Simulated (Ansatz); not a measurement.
**Al(111) with 4 layers of random Al-Ti, 2x2: scattering by chemical disorder**

How strongly does chemical disorder scatter in Al(111) with 4 layers of random Al-Ti, 2x2?

Calculated with Ansatz 0.2.0; Ansatz plane-wave DFT, PBE, PAW files; ballistic transport by layer matching (Landauer), zero bias; PAW set soft_1.

Most raw output is cut from this account.

## Step 1: Starting point

The cell holds 40 atoms: 32 Al and 8 Ti. Its edges and angles: a = 5.725 Å, b = 5.725 Å, c = 23.429 Å, α = 93.5°, β = 86.5°, γ = 120.0°. It derives from Al. Regions: lead, 24 atoms (24 Al); scattering region, 16 atoms (8 Ti and 8 Al). The structure is stacked along c, and the current runs across the ab planes.

## Step 2: With 4 alloy layers

In 4 layers a share of 0.5 of the sites is given to Ti at random. The layers about the cell's end stay perfect and serve as the lead. Disorder leaves little or no symmetry, which makes such runs dear. Energies from -0.05 to 0.05 eV in steps of 0.05 eV are too few for the program's thermal sum, so it prints no conductance; for a metal the transmission near the Fermi level serves, at a fraction of the cost.

Input file input.yaml:

```yaml
crystal:
  lattice:
    - [5.7246940741, 0.0, 0.0]
    - [-2.862347037, 4.957730497, 0.0]
    - [1.4311735185, -0.8262884162, 23.3709656917]
  atoms:
    - { symbol: Al, position: [0.9916666667, 0.0083333333, 0.05] }
    - { symbol: Al, position: [0.9916666667, 0.5083333333, 0.05] }
    - { symbol: Al, position: [0.4916666667, 0.0083333333, 0.05] }
    - { symbol: Al, position: [0.4916666667, 0.5083333333, 0.05] }
    - { symbol: Al, position: [0.1416666667, 0.3583333333, 0.15] }
    - { symbol: Al, position: [0.1416666667, 0.8583333333, 0.15] }
    - { symbol: Al, position: [0.6416666667, 0.3583333333, 0.15] }
    - { symbol: Al, position: [0.6416666667, 0.8583333333, 0.15] }
[... 28 atom lines left out ...]
    - { symbol: Al, position: [0.8416666667, 0.1583333333, 0.95] }
    - { symbol: Al, position: [0.8416666667, 0.6583333333, 0.95] }
    - { symbol: Al, position: [0.3416666667, 0.1583333333, 0.95] }
    - { symbol: Al, position: [0.3416666667, 0.6583333333, 0.95] }
kpoints:
  mp_grid: { grid: [5, 5, 1] }
hamiltonian:
  xc: pbe
  pseudopotentials: { kind: paw, azcp: { folder: soft_1 } }
scf:
  occupations: { method: fermi_dirac, width: 0.1 }
output:
  transmission:
    leads: [[0, 4]]
    kmesh: [10, 10]
    e_range: [-0.05, 0.05]
    de: 0.05
  write_potential: true
  write_density: true
  volumetric_format: npy
```

Run with:

```
> ansatz run input.yaml --threads 4 --pin off --max-ram 15360MiB --backend cpu --events-out ev --progress --plain --runs-dir out
```

Wall time 5.7 min (4 threads of Arm Neoverse V2, shared host); peak memory 2.3 GiB; 19 min of CPU time.

This step gave:

```
free energy                                    : -37202.8955 eV
energy at zero smearing                        : -37202.4666 eV
Fermi energy                                   : 9.029 eV
cell area                                      : 28.38 Å²
transmission per spin nearest the Fermi level  : 1.114
open channels per spin nearest the Fermi level : 5.53
step of the lead's potential                   : 35 meV
```

Per spin. Table of transmission, zone mean by energy, zero at the Fermi level:

```csv
energy (eV),"transmission, zone mean"
-0.0500,1.09
0.0000,1.11
0.0500,1.14
```

Per spin. Table of open channels, zone mean, lead by energy, zero at the Fermi level:

```
energy (eV)  open channels, zone mean, lead
    -0.0500                            5.29
     0.0000                            5.53
     0.0500                            5.59
```

Transmission over k1 and k2. At 0.0000 eV from the Fermi level.

Values, 10 rows by 10 columns:
```
1.23 0.85 0.74 1.03 1.06 0.95 0.95 1.34 1.06 1.02
1.37 0.92 0.85 1.05 1.10 0.96 0.90 0.98 1.05 1.30
1.43 0.93 0.87 0.80 0.99 1.08 1.19 1.09 0.97 1.18
1.36 1.14 0.98 1.07 1.17 1.36 1.45 1.24 1.66 1.25
1.09 1.28 1.37 1.05 1.35 1.34 1.35 1.05 1.37 1.28
1.36 1.25 1.66 1.24 1.45 1.36 1.17 1.07 0.98 1.14
1.43 1.18 0.97 1.09 1.19 1.08 0.99 0.80 0.87 0.93
1.37 1.30 1.05 0.98 0.90 0.96 1.10 1.05 0.85 0.92
1.23 1.02 1.06 1.34 0.95 0.95 1.06 1.03 0.74 0.85
1.01 1.20 1.16 0.79 1.41 0.88 1.41 0.79 1.16 1.20
```
Columns: k1 (b1) from -0.5 to 0.4; rows upwards: k2 (b2) from -0.5 to 0.4.

Open channels over k1 and k2. At 0.0000 eV from the Fermi level.

Ten even steps from '0' (3.00) to '9' (7.00):
```
5779775020
2759957222
2999999920
5799779975
2759797957
5579977997
2029999999
2222759957
5020577977
2522525225
```
Columns: k1 (b1) from -0.5 to 0.4; rows upwards: k2 (b2) from -0.5 to 0.4.

Over the solved energies the transmission per spin lies between 1.09 and 1.14, out of 5.47 channels of the lead on average (up to 5.59). The log calls the step of a lead's potential too much.

## Step 3: With 8 alloy layers

In 8 layers a share of 0.5 of the sites is given to Ti at random. A fresh draw is used; the growth of the resistance with length is what counts.

System of this step: Al(111) with 8 layers of random Al-Ti, 2x2. The cell holds 56 atoms: 40 Al and 16 Ti. Cell: a = 5.725 Å, b = 5.725 Å, c = 32.761 Å, α = 87.5°, β = 92.5°, γ = 120.0°. It derives from Al. Regions: lead, 24 atoms (24 Al); scattering region, 32 atoms (16 Al and 16 Ti). The structure is stacked along c, and the current runs across the ab planes.

Input file input.yaml:

```yaml
crystal:
  lattice:
    - [5.7246940741, 0.0, 0.0]
    - [-2.862347037, 4.957730497, 0.0]
    - [-1.4311735185, 0.8262884162, 32.7193519684]
  atoms:
    - { symbol: Al, position: [0.005952381, 0.994047619, 0.0357142857] }
    - { symbol: Al, position: [0.005952381, 0.494047619, 0.0357142857] }
    - { symbol: Al, position: [0.505952381, 0.994047619, 0.0357142857] }
    - { symbol: Al, position: [0.505952381, 0.494047619, 0.0357142857] }
    - { symbol: Al, position: [0.1845238095, 0.3154761905, 0.1071428571] }
    - { symbol: Al, position: [0.1845238095, 0.8154761905, 0.1071428571] }
    - { symbol: Al, position: [0.6845238095, 0.3154761905, 0.1071428571] }
    - { symbol: Al, position: [0.6845238095, 0.8154761905, 0.1071428571] }
[... 44 atom lines left out ...]
    - { symbol: Al, position: [0.3273809524, 0.1726190476, 0.9642857143] }
    - { symbol: Al, position: [0.3273809524, 0.6726190476, 0.9642857143] }
    - { symbol: Al, position: [0.8273809524, 0.1726190476, 0.9642857143] }
    - { symbol: Al, position: [0.8273809524, 0.6726190476, 0.9642857143] }
kpoints:
  mp_grid: { grid: [5, 5, 1] }
hamiltonian:
  xc: pbe
  pseudopotentials: { kind: paw, azcp: { folder: soft_1 } }
scf:
  occupations: { method: fermi_dirac, width: 0.1 }
output:
  transmission:
    leads: [[0, 4]]
    kmesh: [10, 10]
    e_range: [-0.05, 0.05]
    de: 0.05
  write_potential: true
  write_density: true
  volumetric_format: npy
```

Elapsed: 9 min, on 4 threads; peak memory 4.5 GiB; 30 min of CPU time.

This step gave:

| Item | Value |
| --- | --- |
| free energy | -61503.2539 eV |
| energy at zero smearing | -61502.5523 eV |
| Fermi energy | 9.521 eV |
| transmission per spin nearest the Fermi level | 0.9403 |
| open channels per spin nearest the Fermi level | 5.59 |
| step of the lead's potential | 34.6 meV |

Per spin. Transmission, zone mean against energy, zero at the Fermi level:

| energy (eV) | transmission, zone mean |
| --- | --- |
| -0.0500 | 0.905 |
| 0.0000 | 0.940 |
| 0.0500 | 0.972 |

Over the solved energies the transmission per spin lies between 0.905 and 0.972, out of 5.48 channels of the lead on average (up to 5.59). The log calls the step of a lead's potential too much.

## Step 4: With 12 alloy layers

In 12 layers a share of 0.5 of the sites is given to Ti at random. A fresh draw is used; the growth of the resistance with length is what counts.

System of this step: Al(111) with 12 layers of random Al-Ti, 2x2. The cell holds 72 atoms: 48 Al and 24 Ti. Its edges and angles: a = 5.725 Å, b = 5.725 Å, c = 42.068 Å, α = 90.0°, β = 90.0°, γ = 120.0°. It derives from Al. Regions: lead, 24 atoms (24 Al); scattering region, 48 atoms (24 Ti and 24 Al). The structure is stacked along c, and the current runs across the ab planes.

Input file input.yaml:

```yaml
crystal:
  lattice:
    - [5.7246940741, 0.0, 0.0]
    - [-2.862347037, 4.957730497, 0.0]
    - [0.0, 0.0, 42.0677382451]
  atoms:
    - { symbol: Al, position: [0.0, 0.0, 0.0277777778] }
    - { symbol: Al, position: [0.0, 0.5, 0.0277777778] }
    - { symbol: Al, position: [0.5, 0.0, 0.0277777778] }
    - { symbol: Al, position: [0.5, 0.5, 0.0277777778] }
    - { symbol: Al, position: [0.1666666667, 0.3333333333, 0.0833333333] }
    - { symbol: Al, position: [0.1666666667, 0.8333333333, 0.0833333333] }
    - { symbol: Al, position: [0.6666666667, 0.3333333333, 0.0833333333] }
    - { symbol: Al, position: [0.6666666667, 0.8333333333, 0.0833333333] }
[... 60 atom lines left out ...]
    - { symbol: Al, position: [0.3333333333, 0.1666666667, 0.9722222222] }
    - { symbol: Al, position: [0.3333333333, 0.6666666667, 0.9722222222] }
    - { symbol: Al, position: [0.8333333333, 0.1666666667, 0.9722222222] }
    - { symbol: Al, position: [0.8333333333, 0.6666666667, 0.9722222222] }
kpoints:
  mp_grid: { grid: [5, 5, 1] }
hamiltonian:
  xc: pbe
  pseudopotentials: { kind: paw, azcp: { folder: soft_1 } }
scf:
  occupations: { method: fermi_dirac, width: 0.1 }
output:
  transmission:
    leads: [[0, 4]]
    kmesh: [10, 10]
    e_range: [-0.05, 0.05]
    de: 0.05
  write_potential: true
  write_density: true
  volumetric_format: npy
```

Elapsed: 12 min, on 4 threads; peak memory 7.4 GiB.

Numbers from this step:

* free energy: -85804.2462 eV
* energy at zero smearing: -85803.3018 eV
* Fermi energy: 9.770 eV
* transmission per spin nearest the Fermi level: 0.6781
* step of the lead's potential: 36.1 meV

Per spin. Transmission, zone mean against energy, zero at the Fermi level:

| energy (eV) | transmission, zone mean |
| --- | --- |
| -0.0500 | 0.622 |
| 0.0000 | 0.678 |
| 0.0500 | 0.697 |

Over the solved energies the transmission per spin lies between 0.622 and 0.697, out of 5.47 channels of the lead on average (up to 5.59). The log calls the step of a lead's potential too much.

## Step 5: The fit

This step: Ansatz plane-wave DFT, PBE, PAW files; ballistic transport by layer matching (Landauer), zero bias; residual resistivity from the slope of the area resistance, atoms on the host's lattice; PAW set soft_1 (Ansatz 0.2.0).

Numbers from this step:

```
resistivity           : 118.7 µΩ cm
intercept             : 1.340 fΩ m²
scatter about the fit : 0.2314 fΩ m²
```

Resistance, by row:

```
run  length (Å)       T  channels N  RA (fΩ m²)
 n4       9.348   1.116        5.47       2.613
 n8        18.7  0.9393       5.483       3.232
n12       28.05  0.6657        5.47       4.832
```

The area resistance by length of the alloy:

```
length of the alloy (Å)  area resistance (fΩ m²)
                   9.35                     2.61
                  18.70                     3.23
                  28.05                     4.83
```

The area resistance goes from 2.6 to 4.8 fΩ m² between 9.3 and 28.0 Å, a slope of 119 µΩ cm.

By hand from the end points: (4.832 − 2.613) fΩ m² / (28.05 − 9.35) Å = 119 µΩ cm, since 1 fΩ m² per Å is 1000 µΩ cm.

## Step 6: What came out

| Quantity | Value |
| --- | --- |
| resistivity from the slope | 119 µΩ cm |
| area resistance over 9.35 Å | 2.61 fΩ m² |
| area resistance over 18.7 Å | 3.23 fΩ m² |
| area resistance over 28.0 Å | 4.83 fΩ m² |

In words: The slope gives 119 µΩ cm. The points scatter by 0.23 fΩ m² about the line, with one random draw a length in a 2x2 cell, so the slope is a rough value. Read with a model of isotropic scattering on a spherical Fermi surface and the lead's 1.5×10¹⁵ S/m², this slope means a mean free path near 4.2 Å (a rough figure, since the alloy's own channel count differs); over these lengths the model's slope is within 3 % of its bulk resistivity, though a free path of a few ångströms strains the picture. The atoms sit on the host's lattice, so scattering by size misfit is left out. With 50 % of Ti, whose own structure is another, this is a hypothetical phase. A lead's potential steps by up to 36 meV from period to period, which the log calls too much, so longer leads could move the result.

[Logs are printed without paths, hosts, clocks, repeated set-up lines and the standing remarks that a program may print on its own settings, such as how far it seeks lower states.]

[Hosts, paths, dates, database ids (printed as entryN), source tags and the programs' standing remarks are cut or masked in the printed files.]
